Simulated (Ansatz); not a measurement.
# Relaxing phosphorus (omega (AlB2-type))

Theory: Ansatz 0.2.0, DFT, PBE, plane waves (420 eV) with PAW, scalar-relativistic.

k-point mesh 8×8×12, Fermi-Dirac smearing 0.1 eV, no spin polarisation. Cell and atoms relax.

Starting structure:

```yaml
crystal:
  lattice:
    - [4.4144220315, 0.0, 0.0]
    - [-2.2072110158, 3.8230016223, 0.0]
    - [0.0, 0.0, 2.7060407053]
  atoms:
    - { symbol: P, position: [0.0, 0.0, 0.0] }
    - { symbol: P, position: [0.3333333333, 0.6666666667, 0.5] }
    - { symbol: P, position: [0.6666666667, 0.3333333333, 0.5] }
hamiltonian:
  xc: pbe
  pseudopotentials:
    kind: paw
    azcp:
      P: "pseudopotentials/P.paw.azcp"
basis:
  ecutwfc: 420
  fft_grid_basis: typed
kpoints:
  mp_grid: { grid: [8, 8, 12], shift: [0, 0, 0] }
magnetization:
  spin_polarized: false
scf:
  occupations: { method: fermi_dirac, width: 0.1 }
relax:
  max_steps: 60
  f_tol: 0.01
  cell: {}
```

Problem. What cell does the relaxation end in?

Solution. P6/mmm with a = 4.456 Å, c = 2.512 Å (c/a = 0.564); 14.40 Å³ per atom against 15.22 at the start (-5.4 %).

Problem. How much energy does the relaxation gain?

Solution. 38.1 meV per atom.
